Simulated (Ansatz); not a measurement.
Results of BLYP in Ansatz (PAW) for rutile GeO2.

From the output:

```
Crystal: 6 atoms, lattice volume = 60.222 Å³
Basis set: ecut = 520 eV, 1623 PW (Γ), exchange–correlation on 72×72×48 points (8 copies of the dense FFT grid, shifted against one another)
Bands: 32, of which v1, the nominal top of the filled ones, is band 26 counted from 1 (25 counted from 0)
Symmetry: 16 space group operations
Space group: P42/mnm (ITA 136), of the structure as read, at distance tolerance 3.9e-5 Å
k-points: 105 of 768
Functional: x = b88, c = lyp
SCF iter   1: F=—  HF=-10887.054552 eV  |F-HF|=—  |Δ(HF+E_count)|=         —  Δρ=2.03e-2  dr2=1.53e-1
SCF iter   2: F=—  HF=-10887.005176 eV  |F-HF|=—  |Δ(HF+E_count)|=   4.94e-2  Δρ=2.53e-3  dr2=2.82e-3
  ...
SCF iter   7: F=—  HF=-10887.005069 eV  |F-HF|=—  |Δ(HF+E_count)|=   1.07e-8  Δρ=2.71e-6  dr2=2.59e-9
SCF iter   8: F=-10887.005069 eV  HF=-10887.005069 eV  |F-HF|=1.27e-11  |Δ(HF+E_count)|=  3.97e-10  Δρ=3.36e-7  dr2=5.97e-11
SCF 1 converged in 8 iterations: F = -10887.005069 eV  dr2 = 5.97e-11
SCF converged after 8 iterations
Free energy (F): -10887.005069 eV
Internal energy: -10887.005069 eV  (E = F + TS)
E sigma→0 (E₀):  -10887.005069 eV
Fermi energy:    9.881065 eV
--- Forces (eV/Å), atoms counted from 1 ---
  atom   1  Ge     0.00000000    -0.00000000     0.00000000
  atom   2  Ge     0.00000000     0.00000000     0.00000000
  atom   3  O     -0.00000947    -0.00000947     0.00000000
  atom   4  O     -0.00000947     0.00000947     0.00000000
  atom   5  O      0.00000947    -0.00000947     0.00000000
  atom   6  O      0.00000947     0.00000947     0.00000000
--- Stress (GPa, compression-positive) ---
        0.000570       0.000000       0.000000
        0.000000       0.000570       0.000000
        0.000000       0.000000      -0.000269
  P = ⅓ Tr σ = 0.0003 GPa (0.003 kbar)
```

### Question
Write an input file that could have produced this run (the log leaves some choices open).

### Answer
One answer among several that fit: 
Ansatz 0.2 input:
```yaml
crystal:
  lattice:
    - [4.5375000238, 0.0, 0.0]
    - [0.0, 4.5375000238, 0.0]
    - [0.0, 0.0, 2.9249968911]
  atoms:
    - { symbol: Ge, position: [0.0, 0.0, 0.0] }
    - { symbol: Ge, position: [0.5, 0.5, 0.5] }
    - { symbol: O, position: [0.307949429, 0.307949429, 0.0] }
    - { symbol: O, position: [0.807949429, 0.192050571, 0.5] }
    - { symbol: O, position: [0.192050571, 0.807949429, 0.5] }
    - { symbol: O, position: [0.692050571, 0.692050571, 0.0] }
basis:
  ecutwfc: 520
  ecutrho_ratio: 4
  xc_grid: 2
kpoints:
  mp_grid: { grid: [8, 8, 12] }
  band_path:
    path:
      - [0.0, 0.0, 0.0]
      - [0.0, 0.083333, 0.0]
      - [0.0, 0.166667, 0.0]
      - [0.0, 0.25, 0.0]
      - [0.0, 0.333333, 0.0]
      - [0.0, 0.416667, 0.0]
      - [0.0, 0.5, 0.0]
      - [0.083333, 0.5, 0.0]
      - [0.166667, 0.5, 0.0]
      - [0.25, 0.5, 0.0]
      - [0.333333, 0.5, 0.0]
      - [0.416667, 0.5, 0.0]
      - [0.5, 0.5, 0.0]
      - [0.444444, 0.444444, 0.0]
      - [0.388889, 0.388889, 0.0]
      - [0.333333, 0.333333, 0.0]
      - [0.277778, 0.277778, 0.0]
      - [0.222222, 0.222222, 0.0]
      - [0.166667, 0.166667, 0.0]
      - [0.111111, 0.111111, 0.0]
      - [0.055556, 0.055556, 0.0]
      - [0.0, 0.0, 0.05]
      - [0.0, 0.0, 0.1]
      - [0.0, 0.0, 0.15]
      - [0.0, 0.0, 0.2]
      - [0.0, 0.0, 0.25]
      - [0.0, 0.0, 0.3]
      - [0.0, 0.0, 0.35]
      - [0.0, 0.0, 0.4]
      - [0.0, 0.0, 0.45]
      - [0.0, 0.0, 0.5]
      - [0.0, 0.083333, 0.5]
      - [0.0, 0.166667, 0.5]
      - [0.0, 0.25, 0.5]
      - [0.0, 0.333333, 0.5]
      - [0.0, 0.416667, 0.5]
      - [0.0, 0.5, 0.5]
      - [0.083333, 0.5, 0.5]
      - [0.166667, 0.5, 0.5]
      - [0.25, 0.5, 0.5]
      - [0.333333, 0.5, 0.5]
      - [0.416667, 0.5, 0.5]
      - [0.5, 0.5, 0.5]
      - [0.444444, 0.444444, 0.5]
      - [0.388889, 0.388889, 0.5]
      - [0.333333, 0.333333, 0.5]
      - [0.277778, 0.277778, 0.5]
      - [0.222222, 0.222222, 0.5]
      - [0.166667, 0.166667, 0.5]
      - [0.111111, 0.111111, 0.5]
      - [0.055556, 0.055556, 0.5]
      - [0.0, 0.5, 0.05]
      - [0.0, 0.5, 0.1]
      - [0.0, 0.5, 0.15]
      - [0.0, 0.5, 0.2]
      - [0.0, 0.5, 0.25]
      - [0.0, 0.5, 0.3]
      - [0.0, 0.5, 0.35]
      - [0.0, 0.5, 0.4]
      - [0.0, 0.5, 0.45]
      - [0.5, 0.5, 0.05]
      - [0.5, 0.5, 0.1]
      - [0.5, 0.5, 0.15]
      - [0.5, 0.5, 0.2]
      - [0.5, 0.5, 0.25]
      - [0.5, 0.5, 0.3]
      - [0.5, 0.5, 0.35]
      - [0.5, 0.5, 0.4]
      - [0.5, 0.5, 0.45]
    npoints: 1
hamiltonian:
  xc: blyp
  dispersion: none
  pseudopotentials: { kind: paw }
scf:
  occupations: { method: fermi_dirac, width: 0.01 }
  convergence: { dr2_threshold: 0.0000000006 }
output:
  forces: true
  stress: true
  eigenvalues: true
  write_bands: true
```

The PAW data were made under PBE.

Ansatz is an electronic-structure program.
